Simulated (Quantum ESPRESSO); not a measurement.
Tc: phonon spectrum and thermodynamics under several settings

```
Tc
1.0
     2.74000    0.00000    0.00000
    -1.37000    2.37291    0.00000
     0.00000    0.00000    4.39800
Tc
2
Direct
  0.66667 0.33333 0.75000
  0.33333 0.66667 0.25000
```

All runs used Quantum ESPRESSO 7.5; k mesh 8 × 8 × 4; relaxed cell; no spin polarisation; cutoff 612 eV; occupations methfessel-paxton, width 0.272 eV; q mesh 4 × 4 × 2.

| level | potentials | volume (Å³/atom) | pressure (GPa) | highest frequency (cm⁻¹) | zero-point energy (meV/atom) | entropy at room temperature (k_B/atom) |
| --- | --- | --- | --- | --- | --- | --- |
| PBEsol | GBRV 1.5 PBEsol | 13.94 | 0.1 | 272 | 32.0 | 3.75 |
| PBE | GBRV 1.5 PBE | ? | 0.0 | ? | ? | ? |

Problem. What stands in the row left open?

Solution. Volume 14.38 Å³/atom; highest frequency 259 cm⁻¹; zero-point energy 30.2 meV/atom; entropy at room temperature 3.91 k_B/atom.

Caveats: the mesh is thin for the phonons of a metal; λ from interpolated matrix elements is rough: modes that symmetry makes equal can differ by tens of percent; some modes are imaginary (some runs).

For the row left open. Caveat: the k mesh is coarse; the mesh is thin for the phonons of a metal; some modes are imaginary; the interpolated spectrum has imaginary branches, which spoil the λ, ω_log and α²F that the log prints; λ from interpolated matrix elements is rough: modes that symmetry makes equal can differ by tens of percent.
